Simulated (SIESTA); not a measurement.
The system is HfO2.

```
Hf O
1.0
     4.81353    0.00000    0.00000
     0.00000    4.81353    0.00000
     0.00000    0.00000    3.20542
Hf O
2 4
Direct
  0.50000 0.50000 0.50000
  0.00000 0.00000 0.00000
  0.80504 0.19496 0.50000
  0.69496 0.69496 0.00000
  0.30504 0.30504 0.00000
  0.19496 0.80504 0.50000
```

Measurements of this composition are mostly on another form, of space group No. 14.

Base run:

* Program: SIESTA 5.4.2
* Functional: LDA
* Potentials or basis: PseudoDojo 0.4 standard (LDA files)
* Basis: DZP (energy shift 0.003 Ry; two zetas on semicore shells)
* Grid cutoff: 800 Ry
* Energy shift: 0.003 Ry
* k mesh: 6 × 6 × 8
* Occupations: fermi-dirac, width 0.05 eV
* Spin: no spin polarisation

Its results: band gap on the k mesh 3.61 eV, direct; pressure -1.9 GPa; largest force 0.057 eV/Å.

Problem. The run is repeated on the same cell with these changes: functional from LDA to PBEsol; potentials or basis from PseudoDojo 0.4 standard (LDA files) to PseudoDojo 0.4 standard (PBEsol files). What comes out?

Solution. Band gap on the k mesh 3.70 eV, direct; pressure 4.4 GPa; largest force 0.003 eV/Å.

Caveats: short orbitals over semicore shells can move pressures by several GPa; spin-orbit coupling is left out, which moves the levels of the heavy elements; the basis of atomic orbitals isn't converged, which shifts pressures, moduli and gaps.
